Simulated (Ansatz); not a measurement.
rocksalt-structured GdN

Method: PBE with spin–orbit coupling; two-component spinors; PAW, 420 eV, 12×12×12 k-mesh, Gaussian smearing of 0.05 eV; code Ansatz; PAW files: Ansatz's generated set soft_2.

```xyz
2
Lattice="0.0000 2.4907 2.4907 2.4907 0.0000 2.4907 2.4907 2.4907 0.0000" Properties=species:S:1:pos:R:3 pbc="T T T"
Gd    2.4907    2.4907    2.4907
N     0.0000    0.0000    0.0000
```

The start was a prototype's sites filled with these elements; the Crystallography Open Database holds the compound in this structure.

Magnetic state: ferromagnetic, site spin moments Gd 6.62 μB, along [001] (Cartesian), which lowers the symmetry.

The run above is the reference. The same cell was run again with other input settings; several of them aren't fit for production, so the rows show the settings' effect and aren't properties of the material.

| keys changed | outcome | ΔE (meV/atom) | P (GPa) | gap on the mesh (eV) | cell moment (μB) | largest force component (eV/Å) | SCF iterations | rough core-seconds | new warnings |
| --- | --- | --- | --- | --- | --- | --- | --- | --- | --- |
| none (reference) | converged | 0.0 | 0.0 | metal | 6.95 | 0.000 | – | – | – |
| scf.convergence.dr2_threshold: 1e-09; hamiltonian.xc: "pbe" → "pbesol" | converged | – | -5.5 | metal | 6.95 | 0.000 | 20 | 110 | – |
| hamiltonian.dispersion: "d3bjatm"; scf.mixing.algorithm: "msr1"; scf.mixing.beta: 0.05; scf.mixing.ndim: 4; scf.algorithm: "density_mixing" | converged | – | -3.4 | metal | 6.95 | 0.000 | 20 | 130 | – |
| hamiltonian.dispersion: "d3bj" | converged | – | -4.1 | metal | 6.95 | 0.000 | 17 | 110 | – |
| scf.initial_density.chi_scale: 0.0 | converged | 0.0 | 0.0 | metal | 6.95 | 0.000 | 17 | 110 | – |
| accuracy: "medium" | converged | 0.0 | 0.0 | metal | 6.95 | 0.000 | 17 | 110 | – |

ΔE is the energy with the smearing extrapolated to zero. It is left out where the change alters the Hamiltonian or the spin treatment. The varied runs start from atomic densities (corrected by the program's trained start where that serves), with the default search for lower states unless a row changes it, while the reference went on from a saved state, so a magnet may end in another state whatever the setting.

Q: What happens with these changes: scf.occupations.width: 0.05 → null; scf.occupations.method: "gaussian" → "tetrahedron_uncorrected"?

A: outcome converged, ΔE (meV/atom) 0.7, P (GPa) 0.0, gap on the mesh (eV) metal, cell moment (μB) 6.95, largest force component (eV/Å) 0.000, SCF iterations 17, rough core-seconds 90, new warnings band table not solved further.

The pair part of a dispersion correction pulls inward (a three-body part mostly pushes out), and in metals and ionic crystals with large ions it often overbinds.

3 further runs (cut off, refused for memory, with changed atoms or starts, or in doubt) are left out.

Of the reference: Exchange splits the half-filled 4f shell away from the Fermi level; the metal comes from a small overlap of other bands, which can be the functional's gap error. Site moments are of spin, integrated over Gaussian weights of 0.5 Å, which gives about a tenth less on f atoms than spheres do. Only parallel moments were tried, so the real magnetic order may be another.
